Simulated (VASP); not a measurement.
# Cr (P6_3/mmc) in VASP: notebook, part 2 of 2

VASP 6.6.1.

### 3 Single point, PBEsol, collinear spin, ferromagnetic start

INCAR reads:

```
SYSTEM = Cr
ADDGRID = .FALSE.
ALGO = Normal
EDIFF = 1E-6
ENCUT = 350
GGA = PS
ISIF = 2
ISMEAR = 1
ISPIN = 2
LASPH = .TRUE.
LCHARG = .FALSE.
LMAXMIX = 4
LORBIT = 11
LREAL = .FALSE.
LWAVE = .FALSE.
MAGMOM = 3 3
NELM = 100
PREC = Accurate
SIGMA = 0.1
```

KPOINTS reads:

```
k-points
0
G
  12 12 7
  0 0 0
```

POSCAR reads:

```
Cr
1.0
    2.7140000000      0.0000000000      0.0000000000
   -1.3570000000      2.3503929459      0.0000000000
    0.0000000000      0.0000000000      4.4100000000
Cr
2
Direct
    0.6666666667      0.3333333333      0.7500000000
    0.3333333333      0.6666666667      0.2500000000
```

Potentials or basis: VASP PAW PBE potentials, release 64 (Cr_pv).

Started as:

```bash
$ cat potpaw_PBE.64/Cr_pv/POTCAR > POTCAR
$ mpirun -np 1 vasp_std > vasp.out
```

OUTCAR:

```text
SYSTEM = Cr
   EDIFF = 1E-6
   ENCUT = 350
   GGA = PS
   ISIF = 2
   ISMEAR = 1
   ISPIN = 2
   LASPH = .TRUE.
   LORBIT = 11
   LREAL = .FALSE.
   NELM = 100
   PREC = Accurate

 Found     76 irreducible k-points:

 Following reciprocal coordinates:
            Coordinates               Weight
  0.000000  0.000000  0.000000      1.000000
  0.083333 -0.000000  0.000000      6.000000
  0.166667 -0.000000  0.000000      6.000000
  0.250000 -0.000000  0.000000      6.000000
  0.333333 -0.000000  0.000000      6.000000
  0.416667  0.000000  0.000000      6.000000
   k-points           NKPTS =     76   k-points in BZ     NKDIM =     76   number of bands    NBANDS=     19
   number of dos      NEDOS =    301   number of ions     NIONS =      2
   total plane-waves  NPLWV =   9072
   dimension x,y,z NGX =    18 NGY =   18 NGZ =   28
   dimension x,y,z NGXF=    36 NGYF=   36 NGZF=   56
   ions per type =               2
   NGX,Y,Z   is equivalent  to a cutoff of  11.03, 11.03, 10.56 a.u.
   NGXF,Y,Z  is equivalent  to a cutoff of  22.05, 22.05, 21.11 a.u.
 SYSTEM =  Cr
   PREC   = accura    normal or accurate (medium, high low for compatibility)
   ISTART =      0    job   : 0-new  1-cont  2-samecut
   ICHARG =      2    charge: 1-file 2-atom 10-const
   ISPIN  =      2    spin polarized calculation?
   LNONCOLLINEAR =      F non collinear calculations
   LSORBIT =      F    spin-orbit coupling
   LASPH  =      T    aspherical Exc in radial PAW
   ENCUT  =  350.0 eV  25.72 Ry    5.07 a.u.   4.14  4.14  6.73*2*pi/ulx,y,z
   NELM   =    100;   NELMIN=  2; NELMDL= -5     # of ELM steps
   EDIFF  = 0.1E-05   stopping-criterion for ELM
   LREAL  =      F    real-space projection
   EDIFFG = 0.1E-04   stopping-criterion for IOM
   NSW    =      0    number of steps for IOM
   IBRION =     -1    ionic relax: 0-MD 1-quasi-New 2-CG
   NFREE  =      0    steps in history (QN), initial steepest desc. (CG)
   ISIF   =      2    stress and relaxation
   ISYM   =      2    0-nonsym 1-usesym 2-fastsym
   POTIM  = 0.5000    time-step for ionic-motion
   TEBEG  =    0.0;   TEEND  =   0.0 temperature during run
   PSTRESS=    0.0 pullay stress
   NELECT =      24.0000    total number of electrons
   NUPDOWN=      -1.0000    fix difference up-down
   EMIN   =  10.00;   EMAX   =-10.00  energy-range for DOS
   EFERMI =   0.00;   METHOD = LEGACY
   ISMEAR =     1;   SIGMA  =   0.10  broadening in eV -4-tet -1-fermi 0-gaus
   EFERMI_NEDOS =   21; number of points for ismear=-14 and -15
   IALGO  =     38    algorithm
[... 33 lines left out ...]

 val. band max:        8.1438856971   @ k =   0.2500  -0.0000   0.0000
 cond. band min:       8.1481404630   @ k =   0.0000   0.0000   0.4286
 fundamental gap:      0.0042547658
 Fermi energy:         8.1475382189

 spin component 1

 k-point     1 :       0.0000    0.0000    0.0000
  band No.  band energies     occupation
      1     -35.1747      1.00000
      2     -34.8302      1.00000
      3     -34.8302      1.00000
      4     -34.7627      1.00000
      5     -34.7627      1.00000
      6     -34.6832      1.00000
[... 109 lines left out ...]
      6     -34.7830      1.00000
[... 11 lines left out ...]
     18      13.9729      0.00000
     19      14.9905      0.00000

 [... further k-points ...]

 spin component 2

 k-point     1 :       0.0000    0.0000    0.0000
  band No.  band energies     occupation
      1     -34.3786      1.00000
      2     -33.9483      1.00000
      3     -33.9483      1.00000
      4     -33.8796      1.00000
      5     -33.8796      1.00000
      6     -33.8764      1.00000
[... 109 lines left out ...]
      6     -33.9403      1.00000
[... 11 lines left out ...]
     18      14.5258      0.00000
     19      16.1867      0.00000

 [... further k-points ...]

------------------------ aborting loop because EDIFF is reached ----------------------------------------

  FORCE on cell =-STRESS in cart. coord.  units (eV):
  Direction    XX          YY          ZZ          XY          YZ          ZX
  --------------------------------------------------------------------------------------
  -------------------------------------------------------------------------------------
  Total       -5.9023791     -5.9023791     -5.2298038      0.0000000      0.0000000      0.0000000
  in kB     -336.1621179   -336.1621179   -297.8564900      0.0000000      0.0000000      0.0000000
  external PRESSURE =    -323.3935753 kB  Pullay stress =       0.0000000 kB

 VOLUME and BASIS-vectors are now :
 -----------------------------------------------------------------------------
  energy-cutoff  :      350.00
  volume of cell :       28.13
      direct lattice vectors                 reciprocal lattice vectors
     2.714000000  0.000000000  0.000000000     0.368459838  0.212730387  0.000000000
    -1.357000000  2.350392946  0.000000000     0.000000000  0.425460773  0.000000000
     0.000000000  0.000000000  4.410000000     0.000000000  0.000000000  0.226757370

 POSITION                                       TOTAL-FORCE (eV/Angst)
 -----------------------------------------------------------------------------------
      1.35700      0.78346      3.30750         0.000000     -0.000000      0.000000
     -0.00000      1.56693      1.10250         0.000000      0.000000      0.000000
 -----------------------------------------------------------------------------------
    total drift:                               -0.000000      0.000000     -0.000000

  FREE ENERGIE OF THE ION-ELECTRON SYSTEM (eV)
  ---------------------------------------------------
  free  energy   TOTEN  =       -18.9076319187 eV

  energy  without entropy=      -18.9077838797  energy(sigma->0) =      -18.90768257

 total charge

# of ion       s       p       d       tot
------------------------------------------
    1        0.376   6.281   4.051  10.708
    2        0.376   6.281   4.051  10.708
--------------------------------------------------
tot          0.752  12.563   8.103  21.417

 magnetization (x)

# of ion       s       p       d       tot
------------------------------------------
    1        0.001   0.025   0.835   0.861
    2        0.001   0.025   0.835   0.861
--------------------------------------------------
tot          0.002   0.050   1.670   1.722
```

OSZICAR:

```text
N       E                     dE             d eps       ncg     rms          rms(c)
DAV:   1     0.195812296600E+03    0.19581E+03   -0.12046E+04  5888   0.119E+03
DAV:   2    -0.147255853945E+02   -0.21054E+03   -0.20597E+03  5848   0.375E+02
DAV:   3    -0.212314147385E+02   -0.65058E+01   -0.63901E+01  6113   0.793E+01
DAV:   4    -0.213184945694E+02   -0.87080E-01   -0.87002E-01  7518   0.829E+00
DAV:   5    -0.213201376939E+02   -0.16431E-02   -0.16427E-02  6578   0.106E+00    0.193E+01
DAV:   6    -0.187060389060E+02    0.26141E+01   -0.17106E+01  5968   0.446E+01    0.543E+00
DAV:   7    -0.189014239538E+02   -0.19539E+00   -0.65248E-01  6307   0.746E+00    0.283E+00
DAV:   8    -0.189115627577E+02   -0.10139E-01   -0.29491E-02  6961   0.124E+00    0.102E+00
DAV:   9    -0.189064536497E+02    0.51091E-02   -0.10705E-02  6602   0.801E-01    0.339E-01
DAV:  10    -0.189074170723E+02   -0.96342E-03   -0.32457E-03  6299   0.442E-01    0.152E-01
DAV:  11    -0.189075811147E+02   -0.16404E-03   -0.17218E-04  7969   0.119E-01    0.744E-02
DAV:  12    -0.189076284756E+02   -0.47361E-04   -0.56496E-05  6327   0.705E-02    0.272E-02
DAV:  13    -0.189076315864E+02   -0.31107E-05   -0.10678E-05  6757   0.249E-02    0.108E-02
DAV:  14    -0.189076319187E+02   -0.33236E-06   -0.90492E-07  3832   0.856E-03
   1 F= -.18907632E+02 E0= -.18907683E+02  d E =0.151961E-03  mag=     1.8617
```

Wall time 36 s (1 thread of Intel Xeon Platinum 8488C (Sapphire Rapids), shared host); peak memory 0.15 GiB.

These settings aren't checked as converged: the numbers below hold their error.

Results:

| Property | Result |
| --- | --- |
| Free energy | -18.9076 eV |
| Pressure | -32.3 GPa |
| Band gap on the k mesh | none (metal or under the smearing width) |
| Net moment | 1.87 μB per cell |
| Site moments | Cr +0.86 μB |
| Valence electrons inside the program's atomic spheres | Cr 10.71 |

Caveat: a pressure of tens of GPa on the cell as given is suspect, and the run, the potentials or the cell itself is likely at fault; the PAW data sets were made with another functional, which shifts forces and pressure a little.

### 4 The reference run

An earlier run on the cell as given: functional PBE; potentials or basis VASP PAW PBE potentials, release 64 (Cr_pv); cutoff 520 eV; k mesh 11 × 11 × 6; occupations fermi-dirac, width 0.05 eV; collinear spin, ferromagnetic start; starting moments [3.0, 3.0] μB.

- Pressure: -25.5 GPa
- Band gap on the k mesh: none (metal or under the smearing width)
- Net moment: 1.77 μB per cell
- Site moments: Cr +0.82 μB
- Valence electrons inside the program's atomic spheres: Cr 10.72
